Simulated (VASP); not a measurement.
Input of a VASP 6.6.1 run:

File POSCAR:

```
BeTe                                    
1.0
    0.0000000000      2.8061350131      2.8061350131
    2.8061350131      0.0000000000      2.8061350131
    2.8061350131      2.8061350131      0.0000000000
  Be              Te            
     1     1
Direct
     0.0000000000000000    0.0000000000000000    0.0000000000000000
     0.2500000000000000    0.2500000000000000    0.2500000000000000
```

File INCAR.step1:

```
  PREC = Accurate
  ENCUT = 500
  EDIFF = 1E-8
  ISMEAR = 0
  SIGMA = 0.01
  LREAL = F
  LASPH = T
  NELM = 80
  ALGO = Fast
  LWAVE = T
  LCHARG = F
  GGA = PE
  KPAR = 4
```

INCAR.step2

```
  PREC = Accurate
  ENCUT = 500
  EDIFF = 1E-8
  ISMEAR = 0
  SIGMA = 0.01
  LREAL = F
  LASPH = T
  NELM = 1
  ALGO = Exact
  LWAVE = T
  LCHARG = F
  GGA = PE
  KPAR = 4
  NBANDS = 163
  LOPTICS = T
  ISTART = 1
```

INCAR.step3

```
  PREC = Accurate
  ENCUT = 500
  EDIFF = 1E-8
  ISMEAR = 0
  SIGMA = 0.01
  LREAL = F
  LASPH = T
  ALGO = EVGW0
  LWAVE = F
  LCHARG = F
  GGA = PE
  KPAR = 4
  NELMGW = 1
  NBANDS = 163
  ENCUTGW = 150
  NOMEGA = 48
  PRECFOCK = Fast
  ISTART = 1
  NBANDSGW = 12
```

File KPOINTS:

```
regular mesh
0
Gamma
  4 4 4
```

Potentials or basis: VASP PAW PBE potentials, release 64 (Be_GW, Te_GW).

Run with:

```bash
$ cat potpaw_PBE.64/Be_GW/POTCAR potpaw_PBE.64/Te_GW/POTCAR > POTCAR
$ cp INCAR.step1 INCAR
$ mpirun -np 4 vasp_std > vasp.out
$ cp INCAR.step2 INCAR
$ mpirun -np 4 vasp_std > vasp.out
$ cp INCAR.step3 INCAR
$ mpirun -np 4 vasp_std > vasp.out
```

Question: Estimate the quasiparticle gap.

Answer: 2.76 eV.

Question: Predict the least direct quasiparticle gap.

Answer: 4.64 eV.

Question: Estimate the band gap on the k mesh, mean-field level.

Answer: 1.94 eV, indirect (least direct gap 3.60 eV).

Caveat: the k mesh is coarse (spacing up to 0.48 Å⁻¹), so the values aren't converged; bands, screening cutoff and mesh are small and nothing is extrapolated, so the quasiparticle values aren't converged; spin-orbit coupling is left out, which moves the levels of the heavy elements. A k mesh can miss the band edges.
